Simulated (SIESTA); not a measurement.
Crystal: Nb.

```
Nb
1.0
    -1.66395    1.66395    1.66395
     1.66395   -1.66395    1.66395
     1.66395    1.66395   -1.66395
Nb
1
Cartesian
  0.0000 0.0000 0.0000
```

| Quantity | Value |
| --- | --- |
| Program | SIESTA 5.4.2 |
| Task | single point |
| Functional | PBE |
| Potentials or basis | PseudoDojo 0.4 standard (PBE files) |
| Basis | DZP (energy shift 0.003 Ry; two zetas on semicore shells) |
| Grid cutoff | 800 Ry |
| Energy shift | 0.003 Ry |
| k mesh | 11 × 11 × 11 |
| Occupations | fermi-dirac, width 0.05 eV |
| Spin | no spin polarisation |

On this cell: pressure -0.7 GPa; band gap on the k mesh none (metal or under the smearing width).

The same run follows on a disturbed copy (cell strained at random at fixed volume):

```xyz
1
Lattice="-1.6548 1.6619 1.6631 1.6119 -1.6698 1.6281 1.7028 1.7178 -1.6710" Properties=species:S:1:pos:R:3 pbc="T T T"
Nb    0.0014    0.0170   -0.0261
```

What does the disturbed cell give?

The energy (extrapolated to zero smearing) moves by +3.4 meV/atom; pressure -0.7 GPa; band gap on the k mesh none (metal or under the smearing width).

Stress tensor (GPa, compression positive):
```
-0.25 -0.68  0.48
-0.68 -2.27  0.16
 0.48  0.16  0.45
```

Caveats: the basis of atomic orbitals isn't converged, which shifts pressures, moduli and gaps.
